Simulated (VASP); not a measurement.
## Cd: single point with r2SCAN

Crystal: Cd.

```
Cd
1.0
     3.00508    0.00000    0.00000
    -1.50254    2.60248    0.00000
     0.00000    0.00000    2.80787
Cd
1
Direct
  0.00000 0.00000 0.00000
```

The cell was built by a generator and needn't be a form met in nature.

* Program: VASP 6.6.1
* Task: single point
* Functional: r2SCAN
* Potentials or basis: VASP PAW PBE potentials, release 64 (Cd)
* Cutoff: 520 eV
* k mesh: 9 × 9 × 6
* Occupations: gaussian, width 0.1 eV
* Spin: no spin polarisation

The pressure is 5.8 GPa. The band gap on the k mesh is none (metal or under the smearing width).

Stress tensor (GPa, compression positive):
```
 3.05  0.00  0.00
 0.00  3.05  0.00
 0.00  0.00 11.22
```

Levels at points of the mesh, in eV from the Fermi level:
| k point | band 2 | band 3 | band 4 | band 5 | band 6 | band 7 | band 8 | band 9 | band 10 | band 11 |
| --- | --- | --- | --- | --- | --- | --- | --- | --- | --- | --- |
| (0.00, 0.00, 0.00) | -9.79 | -9.79 | -9.21 | -8.85 | -8.85 | 11.20 | 14.43 | 14.43 | 14.53 | 15.49 |
| (0.00, 0.00, 0.50) | -9.67 | -9.67 | -9.45 | -9.45 | -3.05 | -2.93 | 17.78 | 18.78 | 19.82 | 19.82 |

Run time: 18 s on 1 thread of Intel(R) Xeon(R) 6975P-C (Granite Rapids), with other jobs on the host, peak memory 0.14 GiB.

Caveat: the k mesh is coarse (spacing up to 0.37 Å⁻¹), so the values aren't converged; the PAW data sets were made with another functional, which shifts forces and pressure a little.
